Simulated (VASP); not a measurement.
# Se (R-3m) in VASP: notebook

The runs below take Se through relaxation of cell and atoms, with PBEsol.

All numbers are computed with VASP 6.6.1; they aren't measurements. Logs are shortened: lines on timing, memory, paths and dates and some standing lists are left out, and cuts for length are marked.

## (1) Starting point

The structure is trigonal, space group R-3m (No. 166). Conventional cell: a = 3.943 Å, b = 3.943 Å, c = 2.997 Å, α = 90.00°, β = 90.00°, γ = 120.00°. Around Se (site symmetry -3m) lie 6 Se at 2.49 Å.

This isn't the form of Se at room conditions, which is trigonal, of chains.

## (2) Relaxation of cell and atoms, PBEsol, target pressure 30 GPa, at which the enthalpy is minimised

Input file INCAR:

```
ALGO = Fast
EDIFF = 1E-7
EDIFFG = -0.002
ENCUT = 700
GGA = PS
IBRION = 2
ISIF = 3
ISMEAR = 0
LASPH = T
LCHARG = F
LREAL = F
LWAVE = F
NELM = 60
NSW = 80
PREC = Accurate
PSTRESS = 300.0
SIGMA = 0.1
```

Input file KPOINTS:

```
k-points
0
Gamma
  21 21 21
```

Input file POSCAR:

```
Se                                      
1.0
    1.9714104928      1.1381951079      0.9988824510
   -1.9714104928      1.1381951079      0.9988824510
    0.0000000000     -2.2763902158      0.9988824510
  Se            
     1
Direct
     0.0000000000000000    0.0000000000000000    0.0000000000000000
```

Potentials or basis: VASP PAW PBE potentials, release 64 (Se).

Launch:

```sh
> cat potpaw_PBE.64/Se/POTCAR > POTCAR
> mpirun -np 1 vasp_std > vasp.out
```

OUTCAR:

```text
EDIFF = 1E-7
   EDIFFG = -0.002
   ENCUT = 700
   GGA = PS
   IBRION = 2
   ISIF = 3
   ISMEAR = 0
   LASPH = T
   LREAL = F
   NELM = 60
   NSW = 80
   PREC = Accurate
   PSTRESS = 300.0

 ion  position               nearest neighbor table
   1  0.000  0.000  0.000-

  LATTYP: Found a trigonal (rhomboedric) cell.
 ALAT       =     2.4859029719
 COS(alpha) =    -0.2578121226

  Lattice vectors:

 A1 = (   1.9714104928,   1.1381951079,   0.9988824510)
 A2 = (  -1.9714104928,   1.1381951079,   0.9988824510)
 A3 = (   0.0000000000,  -2.2763902158,   0.9988824510)

Analysis of symmetry for initial positions (statically):
=====================================================================
 Subroutine PRICEL returns:
 Original cell was already a primitive cell.

 Routine SETGRP: Setting up the symmetry group for a
 trigonal (rhombohedral) supercell.

 Subroutine GETGRP returns: Found 12 space group operations
 (whereof 12 operations were pure point group operations)
 out of a pool of 12 trial point group operations.

The static configuration has the point symmetry D_3d.

Analysis of symmetry for dynamics (positions and initial velocities):
=====================================================================
 Subroutine PRICEL returns:
 Original cell was already a primitive cell.

 Routine SETGRP: Setting up the symmetry group for a
 trigonal (rhombohedral) supercell.

 Subroutine GETGRP returns: Found 12 space group operations
 (whereof 12 operations were pure point group operations)
 out of a pool of 12 trial point group operations.

The dynamic configuration has the point symmetry D_3d.

 Subroutine INISYM returns: Found 12 space group operations
 (whereof 12 operations are pure point group operations),
 and found     1 'primitive' translations

----------------------------------------------------------------------------------------

                                     Primitive cell

  volume of cell :      13.4481

  direct lattice vectors                    reciprocal lattice vectors
     1.971410493  1.138195108  0.998882451     0.253625514  0.146430665  0.333706266
    -1.971410493  1.138195108  0.998882451    -0.253625514  0.146430665  0.333706266
     0.000000000 -2.276390216  0.998882451     0.000000000 -0.292861330  0.333706266

  length of vectors
     2.485902972  2.485902972  2.485903974     0.443990668  0.443990668  0.443990575

  position of ions in fractional coordinates (direct lattice)
     0.000000000  0.000000000  0.000000000

  ion indices of the primitive-cell ions
   primitive index   ion index
                 1           1

----------------------------------------------------------------------------------------

 KPOINTS: k-points

Automatic generation of k-mesh.
 Grid dimensions read from file:
 generate k-points for:   21   21   21

 Generating k-lattice:

  Cartesian coordinates                     Fractional coordinates (reciprocal lattice)
     0.012077405  0.006972889  0.015890775     0.047619048  0.000000000  0.000000000
    -0.012077405  0.006972889  0.015890775     0.000000000  0.047619048  0.000000000
     0.000000000 -0.013945778  0.015890775     0.000000000  0.000000000  0.047619048

  Length of vectors
     0.021142413  0.021142413  0.021142408

  Shift w.r.t. Gamma in fractional coordinates (k-lattice)
     0.000000000  0.000000000  0.000000000

 Subroutine IBZKPT returns following result:
 ===========================================

 Found    891 irreducible k-points:

 Following reciprocal coordinates:
            Coordinates               Weight
  0.000000  0.000000  0.000000      1.000000
  0.047619 -0.000000  0.000000      6.000000
  0.095238  0.000000  0.000000      6.000000
  0.142857  0.000000 -0.000000      6.000000
  0.190476  0.000000  0.000000      6.000000
  0.238095  0.000000  0.000000      6.000000
[... 16 lines left out ...]
 -0.428571  0.047619  0.000000     12.000000
 -0.380952  0.047619  0.000000     12.000000
 [... further k-points ...]
   k-points           NKPTS =    891   k-points in BZ     NKDIM =    891   number of bands    NBANDS=      7
   number of dos      NEDOS =    301   number of ions     NIONS =      1
   total plane-waves  NPLWV =  13824
   dimension x,y,z NGX =    24 NGY =   24 NGZ =   24
   dimension x,y,z NGXF=    48 NGYF=   48 NGZF=   48
   ions per type =               1
   NGX,Y,Z   is equivalent  to a cutoff of  16.05, 16.05, 16.05 a.u.
   NGXF,Y,Z  is equivalent  to a cutoff of  32.10, 32.10, 32.10 a.u.
 SYSTEM =  unknown system
   PREC   = accura    normal or accurate (medium, high low for compatibility)
   ISTART =      0    job   : 0-new  1-cont  2-samecut
   ICHARG =      2    charge: 1-file 2-atom 10-const
   ISPIN  =      1    spin polarized calculation?
   LNONCOLLINEAR =      F non collinear calculations
   LSORBIT =      F    spin-orbit coupling
   LASPH  =      T    aspherical Exc in radial PAW
   ENCUT  =  700.0 eV  51.45 Ry    7.17 a.u.   5.36  5.36  5.36*2*pi/ulx,y,z
   NELM   =     60;   NELMIN=  2; NELMDL= -5     # of ELM steps
   EDIFF  = 0.1E-06   stopping-criterion for ELM
   LREAL  =      F    real-space projection
   EDIFFG = -.2E-02   stopping-criterion for IOM
   NSW    =     80    number of steps for IOM
   IBRION =      2    ionic relax: 0-MD 1-quasi-New 2-CG
   NFREE  =      1    steps in history (QN), initial steepest desc. (CG)
   ISIF   =      3    stress and relaxation
   ISYM   =      2    0-nonsym 1-usesym 2-fastsym
   POTIM  = 0.5000    time-step for ionic-motion
   TEBEG  =    0.0;   TEEND  =   0.0 temperature during run
   PSTRESS=  300.0 pullay stress
   NELECT =       6.0000    total number of electrons
   NUPDOWN=      -1.0000    fix difference up-down
   EMIN   =  10.00;   EMAX   =-10.00  energy-range for DOS
   EFERMI =   0.00;   METHOD = LEGACY
   ISMEAR =     0;   SIGMA  =   0.10  broadening in eV -4-tet -1-fermi 0-gaus
   EFERMI_NEDOS =   21; number of points for ismear=-14 and -15
   IALGO  =     68    algorithm
   IMIX   =      4    mixing-type and parameters
     AMIX     =   0.40;   BMIX     =  1.00
     AMIX_MAG =   1.60;   BMIX_MAG =  1.00
  volume/ion in A,a.u.               =      13.45        90.75
  Fermi-wavevector in a.u.,A,eV,Ry     =   1.250947  2.363946 21.291314  1.564867
  Thomas-Fermi vector in A             =   2.384917
   LORBIT       =      0    0 simple, 1 ext, 2 COOP (PROOUT), +10 PAW based schemes
   GGA     = PS    functional components
   LHFCALC =     F    Hartree Fock is set to
   AEXX    =    0.0000 exact exchange contribution
   IVDW    =     0    specifies the selected vdW correction
   LEPSILON=     F    determine dielectric tensor
   LRPA    =     F    only Hartree local field effects (RPA)
 conjugate gradient relaxation of ions
 non-spin polarized calculation
 RMM-DIIS sequential band-by-band and
 Gauss-broadening in eV      SIGMA  =   0.10
  energy-cutoff  :      700.00
  volume of cell :       13.45
 maximum number of plane-waves:       587
 NGX is ok and might be reduce to    24
   NGX = 11   NGY = 11   NGZ = 11

--------------------------------------- Ionic step        1  -------------------------------------------

 number of electron       5.9999999 magnetization

 Free energy of the ion-electron system (eV)
  ---------------------------------------------------
  ext. energy  EPLUGINS =         0.00000000
  ---------------------------------------------------
  free energy    TOTEN  =        -2.52155532 eV

  energy without entropy =       -2.52005252  energy(sigma->0) =       -2.52080392

 E-fermi :  11.5419     XC(G=0): -12.6276

 val. band max:       11.5402734826   @ k =  -0.1905   0.3333   0.1429
 cond. band min:      11.5440741355   @ k =   0.3810   0.2857   0.0952
 fundamental gap:      0.0038006528
 Fermi energy:        11.5419172255

 k-point     1 :       0.0000    0.0000    0.0000
  band No.  band energies     occupation
      1      -9.5718      2.00000
      2      14.8773      0.00000
      3      17.3019      0.00000
      4      17.3019      0.00000
      5      22.1086      0.00000
      6      22.1086      0.00000
      7      25.0203      0.00000
[... 581 lines left out ...]
  FREE ENERGIE OF THE ION-ELECTRON SYSTEM (eV)
  ---------------------------------------------------
  free  energy   TOTEN  =        -3.3127723298 eV

  energy  without entropy=       -3.3105046677  energy(sigma->0) =       -3.31163850

  enthalpy is  TOTEN    =        -0.2921830978 eV   P V=        3.0205892320

[... ionic steps 4 to 13 ...]

--------------------------------------- Ionic step       14  -------------------------------------------

 number of electron       5.9999998 magnetization

------------------------ aborting loop because EDIFF is reached ----------------------------------------

  FORCE on cell =-STRESS in cart. coord.  units (eV):
  Direction    XX          YY          ZZ          XY          YZ          ZX
  --------------------------------------------------------------------------------------
  -------------------------------------------------------------------------------------
  Total        3.0165012      3.0165164      3.0155978      0.0000000      0.0000000     -0.0000000
  in kB      300.2609795    300.2624973    300.1710595      0.0000000      0.0000000     -0.0000000
  external PRESSURE =       0.2315121 kB  Pullay stress =     300.0000000 kB
[... 59 lines left out ...]
  enthalpy is  TOTEN    =        -0.3203436289 eV   P V=        3.0146128866

--------------------------------------- Ionic step       16  -------------------------------------------

 number of electron       5.9999997 magnetization

 Free energy of the ion-electron system (eV)
  ---------------------------------------------------
  ext. energy  EPLUGINS =         0.00000000
  ---------------------------------------------------
  free energy    TOTEN  =        -3.33457940 eV

  energy without entropy =       -3.33198329  energy(sigma->0) =       -3.33328134

 E-fermi :   8.7481     XC(G=0): -11.7358

 val. band max:        8.7432884199   @ k =  -0.0952   0.1429   0.0476
 cond. band min:       8.7517438922   @ k =   0.4762   0.3810   0.1905
 fundamental gap:      0.0084554723
 Fermi energy:         8.7481229293

 k-point     1 :       0.0000    0.0000    0.0000
  band No.  band energies     occupation
      1     -10.2134      2.00000
      2      10.7924      0.00000
      3      12.8543      0.00000
      4      12.8543      0.00000
      5      18.1947      0.00000
      6      18.1947      0.00000
      7      20.0830      0.00000
[... 258 lines left out ...]
  FREE ENERGIE OF THE ION-ELECTRON SYSTEM (eV)
  ---------------------------------------------------
  free  energy   TOTEN  =        -3.3345793982 eV

  energy  without entropy=       -3.3319832889  energy(sigma->0) =       -3.33328134

  enthalpy is  TOTEN    =        -0.3203467455 eV   P V=        3.0142326526

 reached required accuracy - stopping structural energy minimisation
```

Wall time 10 min (1 thread of Intel Xeon Platinum 8488C (Sapphire Rapids), shared host); peak memory 0.29 GiB.

What came out:

```yaml
Free_energy: -3.3346 eV
Relaxed_volume: 16.10 Å³/atom
Relaxed_cell: a = 2.605 Å, b = 2.605 Å, c = 2.605 Å, α = 102.89°, β = 102.89°, γ = 102.89°
Space_group_after_relaxing_to_0.05_Å: R-3m (No. 166)
Energy_change_on_relaxing_the_enthalpy_is_what_falls: -813.0 meV/atom
Ionic_steps: 16
Pressure_after_relaxing: 30.0 GPa
Band_gap_on_the_k_mesh: none (metal or under the smearing width)
```

Step by step:
```csv
step,energy change (eV),largest force (eV/Å),pressure (GPa),volume (Å³)
1,0.0000,0.0000,75.01,13.45
2,-0.9662,0.0000,-7.80,22.22
3,-0.7912,0.0000,26.19,16.13
4,-0.7459,0.0000,29.37,15.87
5,-0.7364,0.0000,30.03,15.82
6,-0.7717,0.0000,30.32,15.91
7,-0.7898,0.0000,30.98,15.98
8,-0.7924,0.0000,31.16,15.99
9,-0.7933,0.0000,31.23,15.99
10,-0.8508,0.0000,27.52,16.31
11,-0.8126,0.0000,29.99,16.10
12,-0.8123,0.0000,30.02,16.09
13,-0.8124,0.0000,30.03,16.09
14,-0.8127,0.0000,30.02,16.10
15,-0.8134,0.0000,29.98,16.10
16,-0.8130,0.0000,30.00,16.10
```

Final structure:
```cif
data_structure
_symmetry_space_group_name_H-M 'P 1'
_symmetry_Int_Tables_number 1
_cell_length_a 2.6055
_cell_length_b 2.6055
_cell_length_c 2.6055
_cell_angle_alpha 102.895
_cell_angle_beta 102.895
_cell_angle_gamma 102.895
_cell_volume 16.10
loop_
_atom_site_label
_atom_site_type_symbol
_atom_site_fract_x
_atom_site_fract_y
_atom_site_fract_z
_atom_site_occupancy
Se1 Se 0.00000 0.00000 0.00000 1
```

Caveat: the cell is relaxed towards a set pressure, so the enthalpy falls and the energy may rise; the volume moved by over 15 % at a fixed basis, so the end points are rough; the PAW data sets were made with another functional, which shifts forces and pressure a little. Zero-point motion and thermal expansion aren't in these numbers.

## (3) Relaxation of cell and atoms, PBEsol, target pressure 30 GPa, at which the enthalpy is minimised

This run uses another cell than the first one, of 16.10 Å³/atom, 1.197 times its volume.

INCAR is that of step 2.

KPOINTS is that of step 2.

Input file POSCAR:

```
Se                                      
1.0
    2.0375631757      1.1763909452      1.1193144007
   -2.0375631757      1.1763909452      1.1193144007
   -0.0000000000     -2.3527818905      1.1193144007
  Se            
     1
Direct
     0.0000000000000000    0.0000000000000000    0.0000000000000000
```

Potentials or basis: VASP PAW PBE potentials, release 64 (Se).

Launch:

```sh
> cat potpaw_PBE.64/Se/POTCAR > POTCAR
> mpirun -np 1 vasp_std > vasp.out
```

Wall time 56 s (1 thread of Intel Xeon Platinum 8488C (Sapphire Rapids), shared host); peak memory 0.28 GiB.

Results (log left out):

- Free energy: -3.3348 eV
- Pressure after relaxing: 30.0 GPa
- Band gap on the k mesh: none (metal or under the smearing width)

Final structure:
```cif
data_structure
_symmetry_space_group_name_H-M 'P 1'
_symmetry_Int_Tables_number 1
_cell_length_a 2.6055
_cell_length_b 2.6055
_cell_length_c 2.6055
_cell_angle_alpha 102.895
_cell_angle_beta 102.895
_cell_angle_gamma 102.895
_cell_volume 16.10
loop_
_atom_site_label
_atom_site_type_symbol
_atom_site_fract_x
_atom_site_fract_y
_atom_site_fract_z
_atom_site_occupancy
Se1 Se 0.00000 0.00000 0.00000 1
```

Levels at points of the mesh, in eV from the Fermi level:
```csv
k point,band 1,band 2,band 3,band 4,band 5,band 6,band 7
"(0.00, 0.00, 0.00)",-18.96,2.04,4.11,4.11,9.45,9.45,11.33
```

Caveat: the relaxation stopped at its first step, so nothing moved; the cell is relaxed towards a set pressure, so the enthalpy falls and the energy may rise; the PAW data sets were made with another functional, which shifts forces and pressure a little.

## (4) Relaxation of cell and atoms, PBEsol, target pressure 0.0001 GPa, at which the enthalpy is minimised

This run uses another cell than the first one, of 16.10 Å³/atom, 1.197 times its volume.

INCAR: that of step 3 with these lines changed.

```diff
@@ -15,3 +15,3 @@
 PREC = Accurate
-PSTRESS = 300.0
+PSTRESS = 0.001
 SIGMA = 0.1
```

KPOINTS is that of step 3.

POSCAR: that of step 3 with these lines changed.

```diff
@@ -4,3 +4,3 @@
    -2.0375631757      1.1763909452      1.1193144007
-   -0.0000000000     -2.3527818905      1.1193144007
+    0.0000000000     -2.3527818905      1.1193144007
   Se
```

Launch:

```sh
> cat potpaw_PBE.64/Se/POTCAR > POTCAR
> mpirun -np 1 vasp_std > vasp.out
```

Run time: 12 min. Hardware: 1 thread of Intel Xeon Platinum 8488C (Sapphire Rapids), shared host; peak memory 0.33 GiB.

The run converged. Its results:

| Property | Result |
| --- | --- |
| Free energy | -3.7593 eV |
| Relaxed volume | 21.65 Å³/atom |
| Relaxed cell | a = 2.787 Å, b = 2.787 Å, c = 2.787 Å, α = 90.08°, β = 90.08°, γ = 90.08° |
| Space group after relaxing (to 0.05 Å) | Pm-3m (No. 221) |
| Energy change on relaxing (the enthalpy is what falls) | -424.5 meV/atom |
| Ionic steps | 18 |
| Pressure after relaxing | 0.0 GPa |
| Band gap on the k mesh | none (metal or under the smearing width) |

Step by step:
| step | energy change (eV) | largest force (eV/Å) | pressure (GPa) | volume (Å³) |
| --- | --- | --- | --- | --- |
| 1 | 0.0000 | 0.0000 | 30.00 | 16.10 |
| 2 | -0.1456 | 0.0000 | -10.36 | 24.19 |
| 3 | -0.3045 | 0.0000 | -0.23 | 20.12 |
| 4 | -0.3045 | 0.0000 | 0.13 | 20.03 |
| 5 | -0.3445 | 0.0000 | 0.12 | 20.33 |
| 6 | -0.3982 | 0.0000 | 0.73 | 20.91 |
| 7 | -0.4231 | 0.0000 | 0.79 | 21.43 |
| 8 | -0.4236 | 0.0000 | 0.87 | 21.42 |
| 9 | -0.4196 | 0.0000 | -2.22 | 22.27 |
| 10 | -0.4242 | 0.0000 | -0.01 | 21.64 |
| 11 | -0.4242 | 0.0000 | 0.04 | 21.63 |
| 12 | -0.4243 | 0.0000 | 0.03 | 21.63 |
| 13 | -0.4244 | 0.0000 | 0.03 | 21.64 |
| 14 | -0.4245 | 0.0000 | 0.01 | 21.64 |
| 15 | -0.4245 | 0.0000 | 0.01 | 21.64 |
| 16 | -0.4245 | 0.0000 | 0.01 | 21.64 |
| 17 | -0.4245 | 0.0000 | -0.05 | 21.66 |
| 18 | -0.4245 | 0.0000 | 0.00 | 21.65 |

Final structure:
```cif
data_structure
_symmetry_space_group_name_H-M 'P 1'
_symmetry_Int_Tables_number 1
_cell_length_a 2.7869
_cell_length_b 2.7869
_cell_length_c 2.7869
_cell_angle_alpha 90.083
_cell_angle_beta 90.083
_cell_angle_gamma 90.082
_cell_volume 21.65
loop_
_atom_site_label
_atom_site_type_symbol
_atom_site_fract_x
_atom_site_fract_y
_atom_site_fract_z
_atom_site_occupancy
Se1 Se 0.00000 0.00000 0.00000 1
```

Levels at points of the mesh, in eV from the Fermi level:
| k point | band 1 | band 2 | band 3 | band 4 | band 5 | band 6 | band 7 |
| --- | --- | --- | --- | --- | --- | --- | --- |
| (0.00, 0.00, 0.00) | -16.44 | 1.45 | 1.46 | 1.46 | 7.66 | 7.66 | 7.89 |

Caveat: the cell is relaxed towards a set pressure, so the enthalpy falls and the energy may rise; the volume moved by over 15 % at a fixed basis, so the end points are rough; the PAW data sets were made with another functional, which shifts forces and pressure a little.

## (5) Relaxation of cell and atoms, PBEsol, target pressure 0.0001 GPa, at which the enthalpy is minimised

This run uses another cell than the first one, of 21.65 Å³/atom, 1.610 times its volume.

INCAR is that of step 4.

KPOINTS is that of step 4.

Input file POSCAR:

```
Se                                      
1.0
    1.9720788510      1.1385830224      1.6067203452
   -1.9720788510      1.1385830224      1.6067203452
   -0.0000000000     -2.2771660450      1.6067203453
  Se            
     1
Direct
     1.0000000000000000    0.0000000000000000    0.0000000000000000
```

Launch:

```sh
> cat potpaw_PBE.64/Se/POTCAR > POTCAR
> mpirun -np 1 vasp_std > vasp.out
```

Run time: 2.1 min. Hardware: 1 thread of Intel Xeon Platinum 8488C (Sapphire Rapids), shared host; peak memory 0.32 GiB.

Results (log left out):

```
Free energy                                            : -3.7601 eV
Relaxed volume                                         : 21.65 Å³/atom
Relaxed cell                                           : a = 2.787 Å, b = 2.787 Å, c = 2.787 Å, α = 90.00°, β = 90.00°, γ = 90.00°
Space group after relaxing (to 0.05 Å)                 : Pm-3m (No. 221)
Energy change on relaxing (the enthalpy is what falls) : -0.0 meV/atom
Ionic steps                                            : 6
Pressure after relaxing                                : 0.0 GPa
Band gap on the k mesh                                 : none (metal or under the smearing width)
```

Final structure:
```
Se
1.0
     1.97068    1.13778    1.60919
    -1.97068    1.13778    1.60919
     0.00000   -2.27555    1.60919
Se
1
Direct
  0.00000 0.00000 0.00000
```

Levels at points of the mesh, in eV from the Fermi level:
```csv
k point,band 1,band 2,band 3,band 4,band 5,band 6
"(0.00, 0.00, 0.00)",-16.44,1.46,1.46,1.46,7.66,7.66
```

Caveat: the cell is relaxed towards a set pressure, so the enthalpy falls and the energy may rise; the PAW data sets were made with another functional, which shifts forces and pressure a little.
